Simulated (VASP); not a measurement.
Runs of VASP 6.6.1 on CdTe. It takes space group F-43m (No. 216, cubic). Conventional cell: a = 6.564 Å, b = 6.564 Å, c = 6.564 Å, α = 90.00°, β = 90.00°, γ = 90.00°. Cd (site symmetry -43m) is surrounded by 4 Te at 2.84 Å. Te (site symmetry -43m) is surrounded by 4 Cd at 2.84 Å. The cell is a database's computed one.

```csv
task,cell,gap on the mesh (eV),pressure (GPa)
electric field gradients,as given,0.55,-1.2
single point,as given,0.55,-1.2
electric field gradients,"volume scaled by 0.9405, crystal datasets",(a),1.4
single point,volume scaled by 1.02,0.49,-1.8
```

Alike in all rows: level PBEsol; potentials or basis VASP PAW PBE potentials, release 64 (Cd, Te); no spin polarisation; k mesh 7 × 7 × 7; cutoff (eV) 520; smearing fermi-dirac 0.01 eV.

Problem. Fill in the values left out.

Solution. (a) 0.73.

Caveats: the PAW data sets were made with another functional, which shifts forces and pressure a little; spin-orbit coupling is left out, which moves the levels of the heavy elements.

A k mesh can miss the band edges, and the runs leave out spin-orbit coupling on Cd, Te.
